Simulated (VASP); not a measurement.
# ZnO (zincite) (P6_3mc) in VASP: further runs

One crystal, ZnO (zincite), is run at these levels: r2SCAN, PBEsol, LDA; tasks: relaxation of cell and atoms.

All numbers are computed with VASP 6.6.1; they aren't measurements. Logs are shortened: lines on timing, memory, paths and dates and some standing lists are left out, and cuts for length are marked.

**1. Starting point**

The structure is hexagonal, space group P6_3mc (No. 186). Conventional cell: a = 3.241 Å, b = 3.241 Å, c = 5.217 Å, α = 90.00°, β = 90.00°, γ = 120.00°. Zn (site symmetry 3m) is surrounded by 4 O at 1.97 to 1.98 Å. O (site symmetry 3m) has 4 Zn at 1.97 to 1.98 Å as nearest neighbours.

**2. Relaxation of cell and atoms, r2SCAN**

File INCAR:

```
ALGO = Normal
EDIFF = 1E-7
EDIFFG = -0.005
ENCUT = 600
IBRION = 2
ISIF = 3
ISMEAR = 0
LASPH = T
LCHARG = F
LMIXTAU = T
LREAL = F
LWAVE = F
METAGGA = R2SCAN
NELM = 80
NSW = 90
PREC = Accurate
SIGMA = 0.03
```

File KPOINTS:

```
k-points
0
Gamma
  9 9 5
```

File POSCAR:

```
ZnO                                     
1.0
    3.2414029737      0.0000000000      0.0000000000
   -1.6207014869      2.8071373191     -0.0000000000
   -0.0000000000      0.0000000000      5.2167996732
  Zn              O             
     2     2
Direct
     0.3333333332999970    0.6666666667000030    0.4995662650950173
     0.6666666667000030    0.3333333332999970    0.9995662650950173
     0.6666666667000030    0.3333333332999970    0.3794437349049837
     0.3333333332999970    0.6666666667000030    0.8794437349049836
```

Potentials or basis: VASP PAW PBE potentials, release 64 (Zn, O).

Command:

```console
$ cat potpaw_PBE.64/Zn/POTCAR potpaw_PBE.64/O/POTCAR > POTCAR
$ mpirun -np 1 vasp_std > vasp.out
```

OUTCAR:

```text
EDIFF = 1E-7
   EDIFFG = -0.005
   ENCUT = 600
   IBRION = 2
   ISIF = 3
   ISMEAR = 0
   LASPH = T
   LREAL = F
   METAGGA = R2SCAN
   NELM = 80
   NSW = 90
   PREC = Accurate

 ion  position               nearest neighbor table
   1  0.333  0.667  0.500-   3 1.97   3 1.97   3 1.97   4 1.98
   2  0.667  0.333  1.000-   4 1.97   4 1.97   4 1.97   3 1.98
   3  0.667  0.333  0.379-   1 1.97   1 1.97   1 1.97   2 1.98
   4  0.333  0.667  0.879-   2 1.97   2 1.97   2 1.97   1 1.98

  LATTYP: Found a hexagonal cell.
 ALAT       =     3.2414029737
 C/A-ratio  =     1.6094264476

  Lattice vectors:

 A1 = (   3.2414029737,   0.0000000000,   0.0000000000)
 A2 = (  -1.6207014869,   2.8071373191,   0.0000000000)
 A3 = (   0.0000000000,   0.0000000000,   5.2167996732)

Analysis of symmetry for initial positions (statically):
=====================================================================
 Subroutine PRICEL returns:
 Original cell was already a primitive cell.

 Routine SETGRP: Setting up the symmetry group for a
 hexagonal supercell.

 Subroutine GETGRP returns: Found 12 space group operations
 (whereof  6 operations were pure point group operations)
 out of a pool of 24 trial point group operations.

The static configuration has the point symmetry C_3v.
 The point group associated with its full space group is C_6v.

Analysis of symmetry for dynamics (positions and initial velocities):
=====================================================================
 Subroutine PRICEL returns:
 Original cell was already a primitive cell.

 Routine SETGRP: Setting up the symmetry group for a
 hexagonal supercell.

 Subroutine GETGRP returns: Found 12 space group operations
 (whereof  6 operations were pure point group operations)
 out of a pool of 24 trial point group operations.

The dynamic configuration has the point symmetry C_3v.
 The point group associated with its full space group is C_6v.

 Subroutine INISYM returns: Found 12 space group operations
 (whereof  6 operations are pure point group operations),
 and found     1 'primitive' translations

----------------------------------------------------------------------------------------

                                     Primitive cell

  volume of cell :      47.4680

  direct lattice vectors                    reciprocal lattice vectors
     3.241402974  0.000000000  0.000000000     0.308508386  0.178117400  0.000000000
    -1.620701487  2.807137319  0.000000000     0.000000000  0.356234799  0.000000000
     0.000000000  0.000000000  5.216799673     0.000000000  0.000000000  0.191688403

  length of vectors
     3.241402974  3.241402974  5.216799673     0.356234799  0.356234799  0.191688403

  position of ions in fractional coordinates (direct lattice)
     0.333333333  0.666666667  0.499566265
     0.666666667  0.333333333  0.999566265
     0.666666667  0.333333333  0.379443735
     0.333333333  0.666666667  0.879443735

  ion indices of the primitive-cell ions
   primitive index   ion index
                 1           1
                 2           2
                 3           3
                 4           4

----------------------------------------------------------------------------------------

 KPOINTS: k-points

Automatic generation of k-mesh.
 Grid dimensions read from file:
 generate k-points for:    9    9    5

 Generating k-lattice:

  Cartesian coordinates                     Fractional coordinates (reciprocal lattice)
     0.034278710  0.019790822  0.000000000     0.111111111  0.000000000  0.000000000
     0.000000000  0.039581644  0.000000000     0.000000000  0.111111111  0.000000000
     0.000000000  0.000000000  0.038337681     0.000000000  0.000000000  0.200000000

  Length of vectors
     0.039581644  0.039581644  0.038337681

  Shift w.r.t. Gamma in fractional coordinates (k-lattice)
     0.000000000  0.000000000  0.000000000

 Subroutine IBZKPT returns following result:
 ===========================================

 Found     36 irreducible k-points:

 Following reciprocal coordinates:
            Coordinates               Weight
  0.000000  0.000000  0.000000      1.000000
  0.111111  0.000000  0.000000      6.000000
  0.222222 -0.000000  0.000000      6.000000
  0.333333  0.000000  0.000000      6.000000
  0.444444 -0.000000  0.000000      6.000000
  0.111111  0.111111  0.000000      6.000000
[... 16 lines left out ...]
  0.333333  0.222222  0.200000     24.000000
  0.333333  0.333333  0.200000      4.000000
 [... further k-points ...]
   k-points           NKPTS =     36   k-points in BZ     NKDIM =     36   number of bands    NBANDS=     22
   number of dos      NEDOS =    301   number of ions     NIONS =      4
   total plane-waves  NPLWV =  32928
   dimension x,y,z NGX =    28 NGY =   28 NGZ =   42
   dimension x,y,z NGXF=    56 NGYF=   56 NGZF=   84
   ions per type =               2   2
   NGX,Y,Z   is equivalent  to a cutoff of  14.36, 14.36, 13.38 a.u.
   NGXF,Y,Z  is equivalent  to a cutoff of  28.72, 28.72, 26.77 a.u.
 SYSTEM =  unknown system
   PREC   = accura    normal or accurate (medium, high low for compatibility)
   ISTART =      0    job   : 0-new  1-cont  2-samecut
   ICHARG =      2    charge: 1-file 2-atom 10-const
   ISPIN  =      1    spin polarized calculation?
   LNONCOLLINEAR =      F non collinear calculations
   LSORBIT =      F    spin-orbit coupling
   LASPH  =      T    aspherical Exc in radial PAW
   ENCUT  =  600.0 eV  44.10 Ry    6.64 a.u.   6.47  6.47 10.42*2*pi/ulx,y,z
   NELM   =     80;   NELMIN=  2; NELMDL= -5     # of ELM steps
   EDIFF  = 0.1E-06   stopping-criterion for ELM
   LREAL  =      F    real-space projection
   EDIFFG = -.5E-02   stopping-criterion for IOM
   NSW    =     90    number of steps for IOM
   IBRION =      2    ionic relax: 0-MD 1-quasi-New 2-CG
   NFREE  =      1    steps in history (QN), initial steepest desc. (CG)
   ISIF   =      3    stress and relaxation
   ISYM   =      2    0-nonsym 1-usesym 2-fastsym
   POTIM  = 0.5000    time-step for ionic-motion
   TEBEG  =    0.0;   TEEND  =   0.0 temperature during run
   PSTRESS=    0.0 pullay stress
   NELECT =      36.0000    total number of electrons
   NUPDOWN=      -1.0000    fix difference up-down
   EMIN   =  10.00;   EMAX   =-10.00  energy-range for DOS
   EFERMI =   0.00;   METHOD = LEGACY
   ISMEAR =     0;   SIGMA  =   0.03  broadening in eV -4-tet -1-fermi 0-gaus
   EFERMI_NEDOS =   21; number of points for ismear=-14 and -15
   IALGO  =     38    algorithm
   IMIX   =      4    mixing-type and parameters
     AMIX     =   0.40;   BMIX     =  1.00
     AMIX_MAG =   1.60;   BMIX_MAG =  1.00
  volume/ion in A,a.u.               =      11.87        80.08
  Fermi-wavevector in a.u.,A,eV,Ry     =   1.492939  2.821246 30.325573  2.228867
  Thomas-Fermi vector in A             =   2.605403
   LORBIT       =      0    0 simple, 1 ext, 2 COOP (PROOUT), +10 PAW based schemes
   METAGGA = R2SCAN    functional components
   LHFCALC =     F    Hartree Fock is set to
   AEXX    =    0.0000 exact exchange contribution
   IVDW    =     0    specifies the selected vdW correction
   LEPSILON=     F    determine dielectric tensor
   LRPA    =     F    only Hartree local field effects (RPA)
 conjugate gradient relaxation of ions
 non-spin polarized calculation
 Gauss-broadening in eV      SIGMA  =   0.03
  energy-cutoff  :      600.00
  volume of cell :       47.47
 maximum number of plane-waves:      1605
 NGX is ok and might be reduce to    28
   NGX = 13   NGY = 13   NGZ = 21

--------------------------------------- Ionic step        1  -------------------------------------------

 number of electron      36.0000008 magnetization

 Free energy of the ion-electron system (eV)
  ---------------------------------------------------
  ext. energy  EPLUGINS =         0.00000000
  ---------------------------------------------------
  free energy    TOTEN  =       -36.32388967 eV

  energy without entropy =      -36.32388967  energy(sigma->0) =      -36.32388967

------------------------ aborting loop because EDIFF is reached ----------------------------------------

  FORCE on cell =-STRESS in cart. coord.  units (eV):
  Direction    XX          YY          ZZ          XY          YZ          ZX
  --------------------------------------------------------------------------------------
  -------------------------------------------------------------------------------------
  Total       -0.0092815     -0.0092815     -0.0094882      0.0000000     -0.0000000      0.0000000
  in kB       -0.3132749     -0.3132749     -0.3202523      0.0000000     -0.0000000      0.0000000
  external PRESSURE =      -0.3156007 kB  Pullay stress =       0.0000000 kB
[... 99 lines left out ...]
  energy  without entropy=      -36.3239162907  energy(sigma->0) =      -36.32391629

--------------------------------------- Ionic step        4  -------------------------------------------

 number of electron      36.0000008 magnetization

 Free energy of the ion-electron system (eV)
  ---------------------------------------------------
  ext. energy  EPLUGINS =         0.00000000
  ---------------------------------------------------
  free energy    TOTEN  =       -36.32391998 eV

  energy without entropy =      -36.32391998  energy(sigma->0) =      -36.32391998

 E-fermi :   1.0739     XC(G=0): -11.6787

 val. band max:        0.8733214897   @ k =   0.0000   0.0000   0.0000
 cond. band min:       2.1023450054   @ k =   0.0000   0.0000   0.0000
 fundamental gap:      1.2290235158
 Fermi energy:         1.0739111935

 k-point     1 :       0.0000    0.0000    0.0000
  band No.  band energies     occupation
      1     -18.2326      2.00000
      2     -17.5426      2.00000
      3      -4.9594      2.00000
      4      -4.9593      2.00000
      5      -4.9062      2.00000
      6      -4.8407      2.00000
[... 574 lines left out ...]
      6      -4.3699      2.00000
[... 14 lines left out ...]
     21       9.3526      0.00000
     22       9.5157      0.00000

 [... further k-points ...]

------------------------ aborting loop because EDIFF is reached ----------------------------------------

  FORCE on cell =-STRESS in cart. coord.  units (eV):
  Direction    XX          YY          ZZ          XY          YZ          ZX
  --------------------------------------------------------------------------------------
  -------------------------------------------------------------------------------------
  Total       -0.0067069     -0.0067069      0.0145265      0.0000000     -0.0000000     -0.0000000
  in kB       -0.2264252     -0.2264252      0.4904150      0.0000000     -0.0000000     -0.0000000
  external PRESSURE =       0.0125215 kB  Pullay stress =       0.0000000 kB
[... 19 lines left out ...]
  FREE ENERGIE OF THE ION-ELECTRON SYSTEM (eV)
  ---------------------------------------------------
  free  energy   TOTEN  =       -36.3239199784 eV

  energy  without entropy=      -36.3239199784  energy(sigma->0) =      -36.32391998

 reached required accuracy - stopping structural energy minimisation
```

Run time: 8.6 min. Hardware: 1 thread of Intel Xeon Platinum 8259CL at 2.50GHz (Skylake/Cascade Lake), shared host; peak memory 0.21 GiB.

What came out:

* Free energy: -36.3239 eV
* Relaxed volume: 11.86 Å³/atom
* Relaxed cell: a = 3.241 Å, b = 3.241 Å, c = 5.217 Å, α = 90.00°, β = 90.00°, γ = 120.00°
* Space group after relaxing (to 0.05 Å): P6_3mc (No. 186)
* Energy gained by relaxing: 0.0 meV/atom
* Ionic steps: 4
* Pressure after relaxing: 0.0 GPa
* Band gap on the k mesh: 1.23 eV, direct

Forces on the atoms (eV/Å):
```
Zn   0.000  0.000  0.003
Zn   0.000  0.000  0.003
O    0.000  0.000 -0.003
O    0.000  0.000 -0.003
```

Final structure:
```
CELL_PARAMETERS angstrom
3.24084 0.00000 0.00000
-1.62042 2.80665 0.00000
0.00000 0.00000 5.21749
ATOMIC_POSITIONS crystal
Zn 0.33333 0.66667 0.49970
Zn 0.66667 0.33333 0.99970
O 0.66667 0.33333 0.37931
O 0.33333 0.66667 0.87931
```

Levels at points of the mesh, in eV from the valence-band top:
```tsv
k point	band 14	band 15	band 16	band 17	band 18	band 19	band 20	band 21	band 22
(0.00, 0.00, 0.00)	-0.81	-0.81	-0.09	0.00	0.00	1.23	5.86	8.82	13.70
```

Caveat: the PAW data sets were made with another functional, which shifts forces and pressure a little.

(Continued in part 2 of 3.)
